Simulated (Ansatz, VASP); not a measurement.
One calculation of C, two programs

INCAR

```
PREC     = Accurate       # precision mode
ENCUT    = 600            # plane-wave cutoff, eV
EDIFF    = 1E-7           # SCF threshold, eV
ISMEAR   = 0              # smearing method
SIGMA    = 0.1            # smearing width, eV
LREAL    = False          # projectors in reciprocal space
LASPH    = True           # aspherical terms in the spheres
NELM     = 100            # most SCF steps
ALGO     = Fast           # electronic algorithm
ISIF     = 3              # what is computed and relaxed
LWAVE    = False          # write WAVECAR
LCHARG   = False          # write CHGCAR
GGA      = PE             # functional
IVDW     = 12             # dispersion correction
IBRION   = 2              # ionic algorithm
NSW      = 100            # ionic steps
EDIFFG   = -0.005         # ionic threshold
```

The input KPOINTS:

```
regular mesh
0
Gamma
  21 21 6
```

The input POSCAR:

```
C
1.0
    2.4560000000      0.0000000000      0.0000000000
   -1.2280000000      2.1269583917      0.0000000000
    0.0000000000      0.0000000000      6.6960000000
C
4
Direct
    0.0000000000      0.0000000000      0.7500000000
    0.0000000000      0.0000000000      0.2500000000
    0.3333333333      0.6666666667      0.7500000000
    0.6666666667      0.3333333333      0.2500000000
```

Input for Ansatz:

```yaml
crystal:
  lattice:
    - [2.456, 0.0, 0.0]
    - [-1.228, 2.1269583917, 0.0]
    - [0.0, 0.0, 6.696]
  atoms:
    - { symbol: C, position: [0.0, 0.0, 0.75] }
    - { symbol: C, position: [0.0, 0.0, 0.25] }
    - { symbol: C, position: [0.3333333333, 0.6666666667, 0.75] }
    - { symbol: C, position: [0.6666666667, 0.3333333333, 0.25] }
basis:
  ecutwfc: 420
kpoints:
  mp_grid: { grid: [21, 21, 6] }
hamiltonian:
  xc: pbe
  dispersion: d3bj
scf:
  occupations: { method: gaussian, width: 0.1 }
output:
  forces: true
  stress: true
  eigenvalues: true
  write_density: true
  write_potential: true
  elf: true
  volumetric_format: npy
relax:
  adjacent_minimum: "off"
  f_tol: 0.005
  max_steps: 80
  cell: { stress_tol: 0.05 }
```

Alike in both runs: task relaxation of cell and atoms; functional PBE; dispersion D3(BJ); k mesh 21 × 21 × 6; occupations gaussian, width 0.1 eV; no spin polarisation.

```csv
,VASP,Ansatz
version,VASP 6.6.1,Ansatz 0.2.0
potentials or method,"VASP PAW PBE potentials, release 64 (C)","scalar-relativistic, plane waves, PAW"
plane-wave cutoff (eV),600,420
valence electrons in the cell,16,16
```

```tsv
	VASP	Ansatz	Ansatz less VASP
gap on the k mesh at the Fermi level, each at its own relaxed structure (eV)	none	none	-
relaxed volume (Å³/atom)	8.81	8.86	+0.048
relaxed cell length with the largest relative difference (Å)	6.695	6.734	+0.0392
energy change over the relaxation (meV/atom)	-1	-1	0.0
```

A gap of «none» marks a metal or a gap that the smearing closes.

Zero-point motion and thermal expansion aren't in these numbers.
